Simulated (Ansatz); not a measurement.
## Property card for NbC

Computed with DFT r2SCAN, scalar-relativistic, plane waves, PAW (Ansatz 0.2.0).

Settings: cutoff 500 eV, Γ-centred mesh 16×16×16 on the computed 2-atom cell, Gaussian smearing of 0.10 eV; no spin polarisation.

The structure is relaxed at this level of theory with its symmetry kept.

It takes space group Fm-3m (No. 225, cubic). Conventional cell: a = 4.482 Å, b = 4.482 Å, c = 4.482 Å, α = 90.00°, β = 90.00°, γ = 90.00°. Nb (site symmetry m-3m) has 6 C at 2.24 Å as nearest neighbours. C (site symmetry m-3m) has 6 Nb at 2.24 Å as nearest neighbours.

| Property | Result |
| --- | --- |
| Volume per atom | 11.25 Å³ |
| Formation energy from the elements' standard states (uncorrected) | -0.637 eV/atom |
| Generalised Kohn–Sham band gap | none (metal) |
| Density of states at the Fermi level | 0.70 states/eV per cell |
| Löwdin character within 0.5 eV of the Fermi level | Nb 4d 73 %, C 2p 22 % |
| Bulk modulus | 311 GPa |
| Its pressure derivative | 4.2 |
| Bader charges (e) | Nb (1 in the cell) 1.85, C (1 in the cell) -1.85 |

Cost: 6 runs of about 0.85 core-minutes in all, on Intel Xeon Platinum 8488C (Sapphire Rapids) (shared hosts).